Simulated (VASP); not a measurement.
# O on Co(0001): binding against coverage, part 11 of 12

Aim: adsorption energy and work function of O on Co(0001) from low coverage to a full layer.

VASP 6.6.1, plane waves and PAW; the level of theory is named at each step.

Still holding for the runs below: The magnetic state follows from one typed start and may not be the lowest.

So far. Step 19 (The vacuum level with the adsorbate, coverage 1/9 …): The vacuum level lies 5.22 eV above the Fermi level at the upper face; the two faces differ by 0.23 eV, the step that the slab's dipole of 0.062 e·Å makes.

## (20) Relaxing the adsorbate, coverage 2/9, k-mesh 6×6×1

Level of this step: PBE, spin-polarised from a ferromagnetic start; plane waves and PAW (Co, O) (VASP).

System of this step: Co27O2 (Co(0001)). The cell holds 29 atoms: 27 Co and 2 O. Cell: a = 7.468 Å, b = 7.468 Å, c = 19.028 Å, α = 90.0°, β = 90.0°, γ = 60.0°. It derives from Co. 2 O over hcp sites of a 3 x 3 cell of Co(0001). Vacuum lies along c.

File INCAR:

```
SYSTEM = Co27O2
PREC = Normal
ENCUT = 440
EDIFF = 1E-05
NELM = 120
ISMEAR = 1
SIGMA = 0.15
LREAL = Auto
ALGO = Fast
GGA = PE
NBANDS = 184
ISPIN = 2
MAGMOM = 2 2 2 2 2 2 2 2 2 2 2 2 2 2 2 2 2 2 2 2 2 2 2 2 2 2 2 0 0
LASPH = .TRUE.
LMAXMIX = 4
LORBIT = 11
LWAVE = .FALSE.
LCHARG = .FALSE.
KPAR = 4
NCORE = 2
IBRION = 2
NSW = 45
ISIF = 2
EDIFFG = -0.03
POTIM = 0.4
MAXMIX = 40
IDIPOL = 3
LDIPOL = .TRUE.
DIPOL = 0.5 0.5 0.509
```

File POSCAR:

```
Co27O2
1.0
    7.4676653556      0.0000000000      0.0000000000
    3.7338326778      6.4671879049      0.0000000000
    0.0000000000      0.0000000000     19.0280846307
Co O
27 2
Selective dynamics
Direct
    0.0000000000      0.0000000000      0.3941542300  F F F
    0.3333333300      0.0000000000      0.3941542300  F F F
    0.6666666700      0.0000000000      0.3941542300  F F F
    0.0000000000      0.3333333300      0.3941542300  F F F
    0.3333333300      0.3333333300      0.3941542300  F F F
    0.6666666700      0.3333333300      0.3941542300  F F F
    0.0000000000      0.6666666700      0.3941542300  F F F
    0.3333333300      0.6666666700      0.3941542300  F F F
    0.6666666700      0.6666666700      0.3941542300  F F F
    0.8888888900      0.2222222200      0.4980012600  T T T
    0.2222222200      0.2222222200      0.4980012600  T T T
    0.5555555600      0.2222222200      0.4980012600  T T T
    0.8888888900      0.5555555600      0.4980012600  T T T
    0.2222222200      0.5555555600      0.4980012600  T T T
    0.5555555600      0.5555555600      0.4980012600  T T T
    0.8888888900      0.8888888900      0.4980012600  T T T
    0.2222222200      0.8888888900      0.4980012600  T T T
    0.5555555600      0.8888888900      0.4980012600  T T T
    0.0000000000      0.0000000000      0.6019300000  T T T
    0.3333333300      0.0000000000      0.6019300000  T T T
    0.6666666700      0.0000000000      0.6019300000  T T T
    0.0000000000      0.3333333300      0.6019300000  T T T
    0.3333333300      0.3333333300      0.6019300000  T T T
    0.6666666700      0.3333333300      0.6019300000  T T T
    0.0000000000      0.6666666700      0.6019300000  T T T
    0.3333333300      0.6666666700      0.6019300000  T T T
    0.6666666700      0.6666666700      0.6019300000  T T T
    0.2222222200      0.2222222200      0.6623669800  T T T
    0.5555555600      0.5555555600      0.6623669800  T T T
```

File KPOINTS:

```
Automatic mesh
0
Gamma
6 6 1
0 0 0
```

PAW data sets: Co and O (PBE family, release 64).

Launch:

```console
$ mpirun -np 8 vasp_std
```

The program printed:

```text
[banner, memory and clock lines left out]
running    8 mpi-ranks, on    1 nodes
[...]
LDA part: xc-table for (Slater+PW92), standard interpolation
 POSCAR, INCAR and KPOINTS ok, starting setup
[...]
entering main loop
       N       E                     dE             d eps       ncg     rms          rms(c)
DAV:   1     0.199190550707E+04    0.19919E+04   -0.98583E+04  5176   0.125E+03
DAV:   2     0.167941636070E+02   -0.19751E+04   -0.18447E+04  5152   0.315E+02
DAV:   3    -0.203977258251E+03   -0.22077E+03   -0.19513E+03  6536   0.134E+02
DAV:   4    -0.221678880918E+03   -0.17702E+02   -0.17018E+02  5520   0.375E+01
[...]
RMM:  46    -0.191729755659E+03   -0.40510E-04   -0.62341E-07  1867   0.168E-03    0.193E-03
RMM:  47    -0.191729776067E+03   -0.20408E-04   -0.48548E-07  1717   0.164E-03    0.131E-03
RMM:  48    -0.191729781179E+03   -0.51121E-05   -0.24548E-07  1482   0.154E-03
   1 F= -.19172978E+03 E0= -.19171821E+03  d E =-.191730E+03  mag=    44.8856
[... from here on, the cycles between the ionic steps are left out ...]
   2 F= -.19182374E+03 E0= -.19181151E+03  d E =-.939562E-01  mag=    45.1687
   3 F= -.19184277E+03 E0= -.19183033E+03  d E =-.112989E+00  mag=    45.3490
   4 F= -.19186407E+03 E0= -.19185121E+03  d E =-.212980E-01  mag=    45.0830
   5 F= -.19186536E+03 E0= -.19185245E+03  d E =-.225872E-01  mag=    44.9867
   6 F= -.19187078E+03 E0= -.19185787E+03  d E =-.541977E-02  mag=    45.0069
   7 F= -.19187547E+03 E0= -.19186264E+03  d E =-.101110E-01  mag=    45.0428
   8 F= -.19187600E+03 E0= -.19186323E+03  d E =-.106400E-01  mag=    45.0598
   9 F= -.19187789E+03 E0= -.19186500E+03  d E =-.189397E-02  mag=    45.1037
  10 F= -.19187802E+03 E0= -.19186509E+03  d E =-.202594E-02  mag=    45.1182
  11 F= -.19187867E+03 E0= -.19186571E+03  d E =-.643705E-03  mag=    45.2182
 trial-energy change:   -0.000644  1 .order   -0.000669   -0.001660    0.000322
 step:   1.6013(harm=  1.6013)  dis= 0.00786  next Energy=  -191.878719 (dE=-0.695E-03)
 reached required accuracy - stopping structural energy minimisation
```

It took 18 min on 8 MPI ranks of AMD EPYC 9R45, shared host; peak memory 6.4 GiB.

Parts of OUTCAR (step 20):

```text
  Total       -8.2817057     -8.2817057     -0.4195720     -0.0000000      0.0000000      0.0000000
  in kB      -14.4389288    -14.4389288     -0.7315123     -0.0000000      0.0000000      0.0000000
  external PRESSURE =      -9.8697900 kB  Pullay stress =       0.0000000 kB

 POSITION                                       TOTAL-FORCE (eV/Angst)
 -----------------------------------------------------------------------------------
      0.00000      0.00000      7.50000         0.065088      0.037578     -0.039540
      2.48922      0.00000      7.50000        -0.000000      0.015189      0.018617
      4.97844      0.00000      7.50000        -0.065088      0.037578     -0.039540
      1.24461      2.15573      7.50000         0.013154     -0.007594      0.018617
      3.73383      2.15573      7.50000        -0.013154     -0.007594      0.018617
      6.22305      2.15573      7.50000        -0.000000     -0.025149     -0.023552
      2.48922      4.31146      7.50000        -0.000000     -0.075157     -0.039540
      4.97844      4.31146      7.50000        -0.021779      0.012574     -0.023552
      7.46767      4.31146      7.50000         0.021779      0.012574     -0.023552
      7.47146      1.44438      9.47300         0.006530      0.001428      0.000898
      2.48922      1.43715      9.46735        -0.000000     -0.000000      0.012690
      4.97465      1.44438      9.47300        -0.006530      0.001428      0.000898
      8.70792      3.58598      9.47300         0.002028     -0.006370      0.000898
      3.73819      3.58598      9.47300        -0.002028     -0.006370      0.000898
[...]
-----------------------------------------------------------------------------------
    total drift:                               -0.000294     -0.000170     -0.005175

  FREE ENERGIE OF THE ION-ELECTRON SYSTEM (eV)
  ---------------------------------------------------
  free  energy   TOTEN  =      -191.8786674367 eV

  energy  without entropy=     -191.8397855294  energy(sigma->0) =     -191.86570680

 magnetization (x)
# of ion       s       p       d       tot
------------------------------------------
    1       -0.011  -0.045   1.773   1.717
    2       -0.012  -0.045   1.765   1.708
    3       -0.011  -0.045   1.773   1.717
    4       -0.012  -0.045   1.765   1.708
    5       -0.012  -0.045   1.765   1.708
    6       -0.012  -0.046   1.787   1.729
    7       -0.011  -0.045   1.773   1.717
    8       -0.012  -0.046   1.787   1.729
    9       -0.012  -0.046   1.787   1.729
   10       -0.013  -0.055   1.719   1.651
   11       -0.017  -0.057   1.811   1.737
   12       -0.013  -0.055   1.719   1.651
   13       -0.013  -0.055   1.719   1.651
[...]
--------------------------------------------------
tot         -0.322  -0.897  46.809  45.589

[... 2 parts as in an earlier step ...]

[... 2 further parts left out ...]
[key lines of the parts left out:]
E-fermi :  -0.0443
```

Spin moment in the PAW sphere by element, in μB:

```csv
element,atoms,mean,spread (r.m.s.),least,largest
Co,27,1.68,0.06,1.57,1.75
O,2,0.15,0.01,0.14,0.16
```

The atoms farthest from the mean of their element:

```csv
atom,"x, y, z (Å)",spin moment in the PAW sphere (μB)
Co26,"4.94, 4.33, 11.50",1.57
Co27,"7.50, 4.33, 11.50",1.57
Co24,"6.22, 2.12, 11.50",1.57
Co16,"9.96, 5.75, 9.44",1.59
Co15,"6.22, 3.59, 9.45",1.75
Co19,"-0.03, -0.02, 11.40",1.75
Co25,"2.49, 4.35, 11.40",1.75
Co21,"5.01, -0.02, 11.40",1.75
```

The run ended after 11 ionic steps, 0.149 eV below its first step, once the forces on the free atoms met EDIFFG = -0.03.

## (21) The vacuum level with the adsorbate, coverage 2/9, k-mesh 6×6×1

INCAR, as its differences from that of step 20:

```diff
@@ -3,3 +3,3 @@
 ENCUT = 440
-EDIFF = 1E-05
+EDIFF = 1E-06
 NELM = 120
@@ -20,10 +20,6 @@
 NCORE = 2
-IBRION = 2
-NSW = 45
-ISIF = 2
-EDIFFG = -0.03
-POTIM = 0.4
-MAXMIX = 40
 IDIPOL = 3
 LDIPOL = .TRUE.
-DIPOL = 0.5 0.5 0.509
+DIPOL = 0.5 0.5 0.51
+LVHAR = .TRUE.
+LVACPOTAV = .TRUE.
```

File POSCAR:

```
Co27O2
1.0
    7.4676653556      0.0000000000      0.0000000000
    3.7338326778      6.4671879049      0.0000000000
    0.0000000000      0.0000000000     19.0280846307
Co O
27 2
Selective dynamics
Direct
    0.0000000000      0.0000000000      0.3941542300  F F F
    0.3333333300      0.0000000000      0.3941542300  F F F
    0.6666666700      0.0000000000      0.3941542300  F F F
    0.0000000000      0.3333333300      0.3941542300  F F F
    0.3333333300      0.3333333300      0.3941542300  F F F
    0.6666666700      0.3333333300      0.3941542300  F F F
    0.0000000000      0.6666666700      0.3941542300  F F F
    0.3333333300      0.6666666700      0.3941542300  F F F
    0.6666666700      0.6666666700      0.3941542300  F F F
    0.8888383486      0.2233396581      0.4978432236  T T T
    0.2222222200      0.2222222200      0.4975463493  T T T
    0.5544886632      0.2233396581      0.4978432236  T T T
    0.8888383486      0.5544886632      0.4978432236  T T T
    0.2233396581      0.5544886632      0.4978432236  T T T
    0.5555555600      0.5555555600      0.4965760330  T T T
    0.8888888900      0.8888888900      0.4959119238  T T T
    0.2233396581      0.8888383486      0.4978432236  T T T
    0.5544886632      0.8888383486      0.4978432236  T T T
    0.9973750747      0.9973750747      0.5990057065  T T T
    0.3353742090      0.9959182420      0.6048095653  T T T
    0.6719165205      0.9973750747      0.5990057065  T T T
    0.9959182420      0.3353742090      0.6048095653  T T T
    0.3353742090      0.3353742090      0.6048095653  T T T
    0.6697967338      0.3270732025      0.6043467436  T T T
    0.9973750747      0.6719165205      0.5990057065  T T T
    0.3270732025      0.6697967338      0.6043467436  T T T
    0.6697967338      0.6697967338      0.6043467436  T T T
    0.2222222200      0.2222222200      0.6641199277  T T T
    0.5555555600      0.5555555600      0.6629801839  T T T
```

KPOINTS is that of step 20.

Launch:

```console
$ mpirun -np 8 vasp_std
```

The program printed:

```text
[... set-up lines as in an earlier step ...]
 entering main loop
       N       E                     dE             d eps       ncg     rms          rms(c)
DAV:   1     0.198935325826E+04    0.19894E+04   -0.98561E+04  5176   0.125E+03
DAV:   2     0.162216094654E+02   -0.19731E+04   -0.18426E+04  5152   0.315E+02
DAV:   3    -0.204528355663E+03   -0.22075E+03   -0.19531E+03  6592   0.134E+02
DAV:   4    -0.221932856346E+03   -0.17405E+02   -0.16732E+02  5536   0.371E+01
[...]
RMM:  48    -0.191878668023E+03   -0.17865E-04   -0.30403E-07  3623   0.117E-03    0.127E-03
RMM:  49    -0.191878675063E+03   -0.70407E-05   -0.20769E-07  3521   0.977E-04    0.747E-04
RMM:  50    -0.191878675910E+03   -0.84700E-06   -0.72433E-08  3327   0.778E-04
 [... a notice as in an earlier step ...]

   1 F= -.19187868E+03 E0= -.19186572E+03  d E =-.388794E-01  mag=    45.2172
```

It took 5.7 min on 8 MPI ranks; peak memory 6.1 GiB.

From OUTCAR (step 21):

```text
  Total       -8.2169174     -8.2169174     -0.3483640      0.0000000      0.0000000      0.0000000
  in kB      -14.3259721    -14.3259721     -0.6073631      0.0000000      0.0000000      0.0000000
  external PRESSURE =      -9.7531025 kB  Pullay stress =       0.0000000 kB

 POSITION                                       TOTAL-FORCE (eV/Angst)
 -----------------------------------------------------------------------------------
      0.00000      0.00000      7.50000         0.065261      0.037678     -0.039380
      2.48922      0.00000      7.50000        -0.000000      0.015219      0.018668
      4.97844      0.00000      7.50000        -0.065261      0.037678     -0.039380
      1.24461      2.15573      7.50000         0.013180     -0.007609      0.018668
      3.73383      2.15573      7.50000        -0.013180     -0.007609      0.018668
      6.22305      2.15573      7.50000         0.000000     -0.025137     -0.023421
      2.48922      4.31146      7.50000        -0.000000     -0.075357     -0.039380
      4.97844      4.31146      7.50000        -0.021769      0.012568     -0.023421
      7.46767      4.31146      7.50000         0.021769      0.012568     -0.023421
      7.47146      1.44438      9.47300         0.006570      0.001419      0.001003
      2.48922      1.43715      9.46735        -0.000000      0.000000      0.012539
      4.97465      1.44438      9.47300        -0.006570      0.001419      0.001003
      8.70792      3.58598      9.47300         0.002056     -0.006399      0.001003
      3.73819      3.58598      9.47300        -0.002056     -0.006399      0.001003
[...]
-----------------------------------------------------------------------------------
    total drift:                               -0.000294     -0.000170     -0.007925

  FREE ENERGIE OF THE ION-ELECTRON SYSTEM (eV)
  ---------------------------------------------------
  free  energy   TOTEN  =      -191.8786759104 eV

  energy  without entropy=     -191.8397965216  energy(sigma->0) =     -191.86571611

 magnetization (x)
# of ion       s       p       d       tot
------------------------------------------
    1       -0.011  -0.045   1.773   1.717
    2       -0.012  -0.045   1.765   1.708
    3       -0.011  -0.045   1.773   1.717
    4       -0.012  -0.045   1.765   1.708
    5       -0.012  -0.045   1.765   1.708
    6       -0.012  -0.046   1.787   1.728
    7       -0.011  -0.045   1.773   1.717
    8       -0.012  -0.046   1.787   1.728
    9       -0.012  -0.046   1.787   1.728
   10       -0.013  -0.055   1.719   1.651
   11       -0.017  -0.057   1.811   1.737
   12       -0.013  -0.055   1.719   1.651
   13       -0.013  -0.055   1.719   1.651
[...]
--------------------------------------------------
tot         -0.322  -0.898  46.806  45.586

[... 2 parts as in an earlier step ...]

[... 1 further part left out ...]
[key lines of the parts left out:]
E-fermi :  -0.0444
```

Zero at the Fermi level. Table of planar average of the electrostatic potential by height:

```csv
height (Å),planar average of the electrostatic potential (eV)
0.0,5.35
0.5,5.02
1.0,5.02
1.5,5.02
2.0,5.02
2.5,5.02
3.0,5.02
3.5,5.02
4.0,5.01
4.5,4.99
5.0,4.93
5.5,4.71
6.0,3.93
6.5,1.19
7.0,-9.02
7.5,-22.1
8.0,-9.23
8.5,-1.38
9.0,-10.6
9.5,-22.2
10.0,-8.06
10.5,-1.09
11.0,-10.4
11.5,-22.0
12.0,-8.66
12.5,-1.15
13.0,2.58
13.5,5.02
14.0,5.41
14.5,5.48
15.0,5.49
15.5,5.50
16.0,5.50
16.5,5.50
17.0,5.50
17.5,5.50
18.0,5.50
18.5,5.50
```

At the end the adsorbate's closest contact with the slab is O-Co at 1.85 Å, 1.46 Å to the side of the slab's atom, and its lowest atom lies 1.11 Å above the highest atom of the slab.

The vacuum level lies 5.50 eV above the Fermi level at the upper face; the two faces differ by 0.48 eV, the step that the slab's dipole of 0.128 e·Å makes.

VASP counts the dipole in electrons times Å, so a positive number points the physical dipole along −c.

The program found no field-free point at its default tolerance, but its printed level agrees with the flat part of the planar average.

(Part 11 of 12 ends here.)

[Lines on the potential files, build, host, timing and source positions are cut from VASP's logs without a mark.]

[Logs are printed without paths, hosts, clocks, repeated set-up lines and the standing remarks that a program may print on its own settings, such as how far it seeks lower states.]

[Hosts, paths, dates, database ids (printed as entryN), source tags and the programs' standing remarks are cut or masked in the printed files.]

[Runs that stopped without an error message from VASP are left out.]
